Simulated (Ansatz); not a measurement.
Write the native input for Ansatz 0.2.0 that does the following.

```yaml
Task: relaxation of cell and atoms
Functional: HSE06
Potentials_or_basis: Ansatz PAW
Cutoff: "420 eV (not typed: the program's choice for these potentials)"
k_mesh: 6 × 6 × 4
Occupations: fermi-dirac, width 0.05 eV
Spin: no spin polarisation
```

Crystal: TiTe2.

```xyz
3
Lattice="3.7770 0.0000 0.0000 -1.8885 3.2710 0.0000 0.0000 0.0000 6.4980" Properties=species:S:1:pos:R:3 pbc="T T T"
Te    0.0000    2.1807    4.7903
Te    1.8885    1.0903    1.7077
Ti    0.0000    0.0000    0.0000
```

The input as run:

input

```
crystal:
  lattice:
    - [3.777, 0.0, 0.0]
    - [-1.8885, 3.2709779501, 0.0]
    - [0.0, 0.0, 6.498]
  atoms:
    - { symbol: Te, position: [0.3333333333, 0.6666666667, 0.7372] }
    - { symbol: Te, position: [0.6666666667, 0.3333333333, 0.2628] }
    - { symbol: Ti, position: [0.0, 0.0, 0.0] }
hamiltonian:
  xc: hse06
  pseudopotentials: { kind: paw }
kpoints:
  mp_grid: { grid: [6, 6, 4] }
scf:
  occupations: { method: fermi_dirac, width: 0.05 }
output:
  forces: true
  stress: true
  eigenvalues: true
relax:
  f_tol: 0.01
  max_steps: 40
  cell: { stress_tol: 0.05 }
```

It gave:

- Relaxed volume: 29.10 Å³/atom
- Relaxed cell: a = 3.776 Å, b = 3.776 Å, c = 7.069 Å, α = 90.00°, β = 90.00°, γ = 120.00°
- Space group after relaxing (to 0.05 Å): P-3m1 (No. 164)
- Energy gained by relaxing: 13.5 meV/atom
- Ionic steps: 7
- Pressure after relaxing: 0.0 GPa
- Band gap on the k mesh: none (metal or under the smearing width)

Caveat: the plane-wave basis is chosen anew once the cell has moved, so the energies of steps on either side of that aren't comparable; this functional lacks dispersion, which binds the layers, so the pressure and a relaxed spacing across them are unreliable; the PAW data sets come from PBE, with cores solved anew for the run's functional, which leaves a small shift of forces and pressure.

Wall time 6.2 min on 1 × NVIDIA H100 80GB HBM3 with 2 threads of AMD EPYC 7R13 Processor (Zen 3) (shared host), peak memory 3.2 GiB.
